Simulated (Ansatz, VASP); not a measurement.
One calculation of GaSb (mix), two programs

```
Ga Sb
1.0
     0.00000    3.10708    3.10708
     3.10708    0.00000    3.10708
     3.10708    3.10708    0.00000
Ga Sb
1 1
Direct
  0.00000 0.00000 0.00000
  0.25000 0.25000 0.25000
```

Alike in both runs: functional PBE; k mesh 12 × 12 × 12; occupations gaussian, width 0.1 eV; no spin polarisation.

Ansatz relaxed the structure, and its values are those at the end. VASP's run is a single point on that final structure, the one shown.

|  | VASP | Ansatz |
| --- | --- | --- |
| version | VASP 6.6.1 | Ansatz 0.2.0 |
| potentials or method | VASP PAW PBE potentials, release 64 (Ga_d, Sb) | scalar-relativistic, plane waves, PAW |
| plane-wave cutoff (eV) | 520 | 420 |
| valence electrons in the cell | 18 | 28 |

VASP gave:

```
gap on the k mesh at the Fermi level (eV) : none
pressure (GPa)                            : 0.1
```

**Question.** Which values does Ansatz return?

**Answer.** gap on the k mesh at the Fermi level (eV): none; pressure (GPa): 0.0.

A gap of «none» marks a metal or a gap that the smearing closes. With one functional, cell and mesh, what is left measures potentials, basis and numerics. The two sets of potentials don't hold the same shells in valence.

Caveats: this crystal is a semiconductor, whose small gap the functional closes, so the metal is an error of the method. The runs have no spin-orbit coupling, so splittings on Sb are missing.
